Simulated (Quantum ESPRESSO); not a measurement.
# Pd (Fm-3m) in Quantum ESPRESSO: a series of runs, part 4 of 4

Quantum ESPRESSO 7.5.

## (5) Phonons, PBE, target pressure 20 GPa, at which the enthalpy is minimised

Input file pw.in:

```
&CONTROL
  calculation = 'scf'
  prefix = 'pwscf'
  outdir = './tmp'
  pseudo_dir = './pseudo'
  tprnfor = .true.
  tstress = .true.
  disk_io = 'low'
/
&SYSTEM
  ibrav = 0
  A = 2.7527667
  nat = 1
  ntyp = 1
  ecutwfc = 82
  nbnd = 15
  occupations = 'smearing'
  smearing = 'mv'
  degauss = 0.01469973
/
&ELECTRONS
  conv_thr = 2d-10
  electron_maxstep = 120
  mixing_beta = 0.5
/
ATOMIC_SPECIES
Pd   106.4200 Pd.upf
CELL_PARAMETERS alat
   0.0000000000    0.7071067810    0.7071067810
   0.7071067810    0.0000000000    0.7071067810
   0.7071067810    0.7071067810    0.0000000000
ATOMIC_POSITIONS alat
Pd     0.0000000000    0.0000000000    0.0000000000
K_POINTS automatic
10 10 10 0 0 0
```

Input file relax.in:

```
&CONTROL
  calculation = 'vc-relax'
  prefix = 'pwscf'
  outdir = './tmp'
  pseudo_dir = './pseudo'
  tprnfor = .true.
  tstress = .true.
  disk_io = 'low'
  nstep = 40
  forc_conv_thr = 0.0001
  etot_conv_thr = 1d-06
/
&SYSTEM
  ibrav = 0
  A = 2.7527667
  nat = 1
  ntyp = 1
  ecutwfc = 82
  nbnd = 15
  occupations = 'smearing'
  smearing = 'mv'
  degauss = 0.01469973
/
&ELECTRONS
  conv_thr = 2d-10
  electron_maxstep = 120
  mixing_beta = 0.5
/
&IONS
  ion_dynamics = 'bfgs'
/
&CELL
  cell_dynamics = 'bfgs'
  press = 200
  press_conv_thr = 0.2
/
ATOMIC_SPECIES
Pd   106.4200 Pd.upf
CELL_PARAMETERS alat
   0.0000000000    0.7071067810    0.7071067810
   0.7071067810    0.0000000000    0.7071067810
   0.7071067810    0.7071067810    0.0000000000
ATOMIC_POSITIONS alat
Pd     0.0000000000    0.0000000000    0.0000000000
K_POINTS automatic
10 10 10 0 0 0
```

Input file scf2.in:

```
&CONTROL
  calculation = 'scf'
  prefix = 'pwscf'
  outdir = './tmp'
  pseudo_dir = './pseudo'
  tprnfor = .true.
  tstress = .true.
  disk_io = 'low'
/
&SYSTEM
  ibrav = 0
  A = 2.70238646
  nat = 1
  ntyp = 1
  ecutwfc = 82
  nbnd = 15
  occupations = 'smearing'
  smearing = 'mv'
  degauss = 0.01469973
/
&ELECTRONS
  conv_thr = 1d-13
  electron_maxstep = 120
  mixing_beta = 0.5
  startingpot = 'file'
  startingwfc = 'file'
/
ATOMIC_SPECIES
Pd   106.4200 Pd.upf
CELL_PARAMETERS alat
   0.0000000000    0.7071067809    0.7071067809
   0.7071067809    0.0000000000    0.7071067809
   0.7071067809    0.7071067809    0.0000000000
ATOMIC_POSITIONS alat
Pd     0.0000000000    0.0000000000    0.0000000000
K_POINTS automatic
10 10 10 0 0 0
```

Input file ph.in:

```
phonons of Pd
&INPUTPH
  prefix = 'pwscf'
  outdir = './tmp'
  tr2_ph = 1d-18
  fildyn = 'dyn'
  niter_ph = 90
  alpha_mix(1) = 0.4
/
0.0000000000 0.7071067812 0.0000000000
```

Potentials or basis: Ansatz NC SR PBE.

Started as:

```bash
OMP_NUM_THREADS=1 pw.x -in pw.in > pw.out
OMP_NUM_THREADS=1 pw.x -in relax.in > relax.out
OMP_NUM_THREADS=1 pw.x -in scf2.in > scf2.out
OMP_NUM_THREADS=1 ph.x -in ph.in > ph.out
```

pw.out:

```text
[... set-up lines left out ...]
     Self-consistent Calculation

     iteration #  1     ecut=    82.00 Ry     beta= 0.50
     Davidson diagonalization with overlap
     ethr =  1.00E-02,  avg # of iterations =  4.4

     total energy              =    -270.82470234 Ry
     estimated scf accuracy    <       0.24263418 Ry
[... 50 lines left out ...]
     iteration #  9     ecut=    82.00 Ry     beta= 0.50
     Davidson diagonalization with overlap
     ethr =  8.20E-12,  avg # of iterations =  1.0

     End of self-consistent calculation

          k = 0.0000 0.0000 0.0000 (  1243 PWs)   bands (ev):

   -64.2842 -29.7869 -29.7869 -29.7869  12.6712  16.9843  16.9843  16.9843
    18.5988  18.5988  36.8429  41.5619  41.5619  41.5619  47.0939

          k = 0.0707 0.0707-0.0707 (  1249 PWs)   bands (ev):
[... 141 lines left out ...]
   -64.2121 -30.1334 -30.0025 -29.9205  14.8885  15.3420  18.3536  19.1365
    19.8260  25.9013  29.1795  30.6655  34.7983  40.5155  46.1548

          k =-0.7071 0.0000 0.0000 (  1234 PWs)   bands (ev):

   -64.2115 -30.1772 -29.9413 -29.9413  14.4222  14.7118  19.7762  20.1215
    20.1215  23.1675  30.5914  33.0018  33.0018  41.3748  41.4231

          k = 0.2828 0.1414 0.0000 (  1265 PWs)   bands (ev):

   -64.2545 -29.9700 -29.8581 -29.8233  14.6866  16.1884  17.2971  17.8356
    18.2353  19.3017  36.3461  37.0860  40.8550  40.8937  46.2339

          k = 0.3536 0.2121-0.0707 (  1257 PWs)   bands (ev):
[... 51 lines left out ...]
   -64.2138 -30.0767 -30.0548 -29.9104  15.4607  16.0218  17.0872  18.5546
    19.6889  26.9313  28.2700  30.7262  34.8387  41.7040  46.9707

          k =-0.7071 0.1414 0.0000 (  1250 PWs)   bands (ev):

   -64.2115 -30.1550 -29.9641 -29.9424  14.7223  14.9939  18.8795  19.4102
    20.1222  24.7375  30.4808  32.1478  32.2787  42.0539  43.4150

          k =-0.1414-0.4243 0.7071 (  1231 PWs)   bands (ev):
[... 6 lines left out ...]
   -64.2132 -30.0818 -30.0398 -29.9267  15.6207  16.2352  16.5890  18.4811
    19.9116  27.5323  27.9238  31.7885  32.6559  43.7886  45.4681

          k =-0.7071 0.2828 0.0000 (  1234 PWs)   bands (ev):

   -64.2115 -30.0964 -30.0235 -29.9442  15.3512  15.8275  17.1673  18.6624
    20.1234  27.3742  30.0311  30.2583  31.5191  43.9404  46.7448

     the Fermi energy is    19.8396 ev

!    total energy              =    -270.89434640 Ry
     estimated scf accuracy    <          2.0E-10 Ry
     smearing contrib. (-TS)   =       0.00038521 Ry
     internal energy E=F+TS    =    -270.89473161 Ry

     The total energy is F=E-TS. E is the sum of the following terms:
     one-electron contribution =     -78.28372810 Ry
     hartree contribution      =      51.65597911 Ry
     xc contribution           =     -42.34294820 Ry
     ewald contribution        =    -201.92403442 Ry

     convergence has been achieved in   9 iterations

     Forces acting on atoms (cartesian axes, Ry/au):

     atom    1 type  1   force =     0.00000000    0.00000000    0.00000000

     Total force =     0.000000     Total SCF correction =     0.000000

     Computing stress (Cartesian axis) and pressure

          total   stress  (Ry/bohr**3)                   (kbar)     P=       66.75
   0.00045373   0.00000000   0.00000000           66.75        0.00        0.00
   0.00000000   0.00045373  -0.00000000            0.00       66.75       -0.00
   0.00000000  -0.00000000   0.00045373            0.00       -0.00       66.75

=------------------------------------------------------------------------------=
   JOB DONE.
=------------------------------------------------------------------------------=
```

relax.out:

```text
[... set-up lines left out ...]
     Self-consistent Calculation

     iteration #  1     ecut=    82.00 Ry     beta= 0.50
     Davidson diagonalization with overlap
     ethr =  1.00E-02,  avg # of iterations =  4.4
[... 1823 lines left out ...]
     ethr =  1.24E-03,  avg # of iterations =  2.0
[... 324 lines left out ...]
          total   stress  (Ry/bohr**3)                   (kbar)     P=      199.71
   0.00135762  -0.00000000  -0.00000000          199.71       -0.00       -0.00
  -0.00000000   0.00135762  -0.00000000           -0.00      199.71       -0.00
  -0.00000000  -0.00000000   0.00135762           -0.00       -0.00      199.71

=------------------------------------------------------------------------------=
   JOB DONE.
=------------------------------------------------------------------------------=
```

Wall time 4.3 min (1 thread of Arm Neoverse V2, shared host); peak memory 0.09 GiB.

What came out:

```
Free energy                                 : -3685.6408 eV
Relaxed volume                              : 13.95 Å³/atom
Relaxed cell                                : a = 2.702 Å, b = 2.702 Å, c = 2.702 Å, α = 60.00°, β = 60.00°, γ = 60.00°
Space group after relaxing (to 0.05 Å)      : Fm-3m (No. 225)
Pressure after relaxing                     : 20.0 GPa
Band gap on the k mesh                      : none (metal or under the smearing width)
Highest phonon frequency at the q point run : 265 cm⁻¹
```

The path:
```
step  energy change (eV)  largest force (eV/Å)  pressure (GPa)  volume (Å³)
   1              0.0000                0.0000            6.67        14.75
   2              0.0896                0.0000           23.76        13.77
   3              0.0620                0.0000           19.62        13.97
   4              0.0643                0.0000           19.99        13.96
   5              0.0644                0.0000           20.00        13.95
```

Final structure:
```
Pd
1.0
     0.00000    1.91088    1.91088
     1.91088    0.00000    1.91088
     1.91088    1.91088    0.00000
Pd
1
Direct
  0.00000 0.00000 0.00000
```

Levels at points of the mesh, in eV from the Fermi level:
```csv
k point,band 6,band 7,band 8,band 9,band 10,band 11,band 12,band 13
"(0.00, 0.00, 0.00)",-3.12,-3.12,-3.12,-1.36,-1.36,16.99,22.01,22.01
"(0.00, 0.00, -0.50)",-3.18,-3.18,-0.03,-0.03,0.86,7.76,16.41,21.43
"(0.00, -0.50, -0.50)",-5.60,-0.07,0.31,0.31,3.33,11.34,13.46,13.46
```

Phonon frequencies in cm⁻¹ (negative: imaginary):
| q point | frequencies |
| --- | --- |
| (0.500, 0.000, 0.500) | 187 187 265 |

Phonon modes at q = (0.500, 0.000, 0.500) in reciprocal lattice units:
```csv
mode,symmetry,cm⁻¹
1,E_u,187
2,E_u,187
3,A_2u,265
```

Caveat: the mesh is thin for the phonons of a metal; the cell is more than 3 GPa from zero pressure, which shifts response properties.

## (6) Phonons, PBE, target pressure 40 GPa, at which the enthalpy is minimised

pw.in is that of step 5.

relax.in, as its differences from that of step 5:

```diff
@@ -33,3 +33,3 @@
   cell_dynamics = 'bfgs'
-  press = 200
+  press = 400
   press_conv_thr = 0.2
```

scf2.in, as its differences from that of step 5:

```diff
@@ -11,3 +11,3 @@
   ibrav = 0
-  A = 2.70238646
+  A = 2.6464538
   nat = 1
@@ -30,5 +30,5 @@
 CELL_PARAMETERS alat
-   0.0000000000    0.7071067809    0.7071067809
-   0.7071067809    0.0000000000    0.7071067809
-   0.7071067809    0.7071067809    0.0000000000
+   0.0000000000    0.7071067807    0.7071067807
+   0.7071067807    0.0000000000    0.7071067807
+   0.7071067807    0.7071067807    0.0000000000
 ATOMIC_POSITIONS alat
```

ph.in, as its differences from that of step 5:

```diff
@@ -9,2 +9,2 @@
 /
-0.0000000000 0.7071067812 0.0000000000
+-0.0000000000 0.7071067812 0.0000000000
```

Potentials or basis: Ansatz NC SR PBE.

Started as:

```bash
OMP_NUM_THREADS=1 pw.x -in pw.in > pw.out
OMP_NUM_THREADS=1 pw.x -in relax.in > relax.out
OMP_NUM_THREADS=1 pw.x -in scf2.in > scf2.out
OMP_NUM_THREADS=1 ph.x -in ph.in > ph.out
```

pw.out:

```text
[... set-up lines left out ...]
     Self-consistent Calculation

     iteration #  1     ecut=    82.00 Ry     beta= 0.50
     Davidson diagonalization with overlap
     ethr =  1.00E-02,  avg # of iterations =  4.4

     total energy              =    -270.82470234 Ry
     estimated scf accuracy    <       0.24263418 Ry
[... 50 lines left out ...]
     iteration #  9     ecut=    82.00 Ry     beta= 0.50
     Davidson diagonalization with overlap
     ethr =  8.20E-12,  avg # of iterations =  1.0

     End of self-consistent calculation

          k = 0.0000 0.0000 0.0000 (  1243 PWs)   bands (ev):

   -64.2842 -29.7869 -29.7869 -29.7869  12.6712  16.9843  16.9843  16.9843
    18.5988  18.5988  36.8429  41.5619  41.5619  41.5619  47.0939

          k = 0.0707 0.0707-0.0707 (  1249 PWs)   bands (ev):
[... 141 lines left out ...]
   -64.2121 -30.1334 -30.0025 -29.9205  14.8885  15.3420  18.3536  19.1365
    19.8260  25.9013  29.1795  30.6655  34.7983  40.5155  46.1548

          k =-0.7071 0.0000 0.0000 (  1234 PWs)   bands (ev):

   -64.2115 -30.1772 -29.9413 -29.9413  14.4222  14.7118  19.7762  20.1215
    20.1215  23.1675  30.5914  33.0018  33.0018  41.3748  41.4231

          k = 0.2828 0.1414 0.0000 (  1265 PWs)   bands (ev):

   -64.2545 -29.9700 -29.8581 -29.8233  14.6866  16.1884  17.2971  17.8356
    18.2353  19.3017  36.3461  37.0860  40.8550  40.8937  46.2339

          k = 0.3536 0.2121-0.0707 (  1257 PWs)   bands (ev):
[... 51 lines left out ...]
   -64.2138 -30.0767 -30.0548 -29.9104  15.4607  16.0218  17.0872  18.5546
    19.6889  26.9313  28.2700  30.7262  34.8387  41.7040  46.9707

          k =-0.7071 0.1414 0.0000 (  1250 PWs)   bands (ev):

   -64.2115 -30.1550 -29.9641 -29.9424  14.7223  14.9939  18.8795  19.4102
    20.1222  24.7375  30.4808  32.1478  32.2787  42.0539  43.4150

          k =-0.1414-0.4243 0.7071 (  1231 PWs)   bands (ev):
[... 6 lines left out ...]
   -64.2132 -30.0818 -30.0398 -29.9267  15.6207  16.2352  16.5890  18.4811
    19.9116  27.5323  27.9238  31.7885  32.6559  43.7886  45.4681

          k =-0.7071 0.2828 0.0000 (  1234 PWs)   bands (ev):

   -64.2115 -30.0964 -30.0235 -29.9442  15.3512  15.8275  17.1673  18.6624
    20.1234  27.3742  30.0311  30.2583  31.5191  43.9404  46.7448

     the Fermi energy is    19.8396 ev

!    total energy              =    -270.89434640 Ry
     estimated scf accuracy    <          2.0E-10 Ry
     smearing contrib. (-TS)   =       0.00038521 Ry
     internal energy E=F+TS    =    -270.89473161 Ry

     The total energy is F=E-TS. E is the sum of the following terms:
     one-electron contribution =     -78.28372810 Ry
     hartree contribution      =      51.65597911 Ry
     xc contribution           =     -42.34294820 Ry
     ewald contribution        =    -201.92403442 Ry

     convergence has been achieved in   9 iterations

     Forces acting on atoms (cartesian axes, Ry/au):

     atom    1 type  1   force =     0.00000000    0.00000000    0.00000000

     Total force =     0.000000     Total SCF correction =     0.000000

     Computing stress (Cartesian axis) and pressure

          total   stress  (Ry/bohr**3)                   (kbar)     P=       66.75
   0.00045373   0.00000000   0.00000000           66.75        0.00        0.00
   0.00000000   0.00045373  -0.00000000            0.00       66.75       -0.00
   0.00000000  -0.00000000   0.00045373            0.00       -0.00       66.75

=------------------------------------------------------------------------------=
   JOB DONE.
=------------------------------------------------------------------------------=
```

scf2.out:

```text
[... set-up lines left out ...]
     Self-consistent Calculation

     iteration #  1     ecut=    82.00 Ry     beta= 0.50
     Davidson diagonalization with overlap
     ethr =  1.00E-05,  avg # of iterations =  1.0

[... 278 lines left out ...]
     Computing stress (Cartesian axis) and pressure

          total   stress  (Ry/bohr**3)                   (kbar)     P=      399.74
   0.00271739   0.00000000  -0.00000000          399.74        0.00       -0.00
   0.00000000   0.00271739   0.00000000            0.00      399.74        0.00
   0.00000000   0.00000000   0.00271739            0.00        0.00      399.74

=------------------------------------------------------------------------------=
   JOB DONE.
=------------------------------------------------------------------------------=
```

It took 4.4 min on 1 thread of Arm Neoverse V2, shared host; peak memory 0.09 GiB.

Results:

| Property | Result |
| --- | --- |
| Free energy | -3685.4850 eV |
| Relaxed volume | 13.11 Å³/atom |
| Relaxed cell | a = 2.646 Å, b = 2.646 Å, c = 2.646 Å, α = 60.00°, β = 60.00°, γ = 60.00° |
| Space group after relaxing (to 0.05 Å) | Fm-3m (No. 225) |
| Pressure after relaxing | 40.0 GPa |
| Band gap on the k mesh | none (metal or under the smearing width) |
| Highest phonon frequency at the q point run | 302 cm⁻¹ |

Step by step:
```csv
step,energy change (eV),largest force (eV/Å),pressure (GPa),volume (Å³)
1,0.0000,0.0000,6.67,14.75
2,0.4514,0.0000,63.66,12.38
3,0.1823,0.0000,35.64,13.27
4,0.2165,0.0000,39.57,13.12
5,0.2204,0.0000,40.01,13.11
6,0.2202,0.0000,39.99,13.11
```

Final structure:
```
CELL_PARAMETERS angstrom
0.00000 1.87133 1.87133
1.87133 0.00000 1.87133
1.87133 1.87133 0.00000
ATOMIC_POSITIONS crystal
Pd 0.00000 0.00000 0.00000
```

Phonon frequencies in cm⁻¹ (negative: imaginary):
```csv
q point,frequencies
"(0.500, 0.000, 0.500)",210 210 302
```

Phonon modes at q = (0.500, 0.000, 0.500) in reciprocal lattice units:
| mode | symmetry | cm⁻¹ |
| --- | --- | --- |
| 1 | E_u | 210 |
| 2 | E_u | 210 |
| 3 | A_2u | 302 |

Caveat: the mesh is thin for the phonons of a metal; the cell is more than 3 GPa from zero pressure, which shifts response properties.

## (7) Summary

| cell | gap on the mesh (eV) | pressure (GPa) |
| --- | --- | --- |
| relaxed | none | 0.1 |
| relaxed to 5 GPa | none | 5.0 |
| relaxed to 10 GPa | none | 10.0 |
| relaxed to 20 GPa | none | 20.0 |
| relaxed to 40 GPa | none | 40.0 |

Alike in all rows: task phonons; level PBE; potentials or basis Ansatz NC SR PBE; no spin polarisation; k mesh 10 × 10 × 10; cutoff (eV) 1116; smearing cold 0.2 eV.

Caveats: the mesh is thin for the phonons of a metal; the cell is more than 3 GPa from zero pressure, which shifts response properties (some runs).

Absolute energies hang on the potentials; compare differences alone.
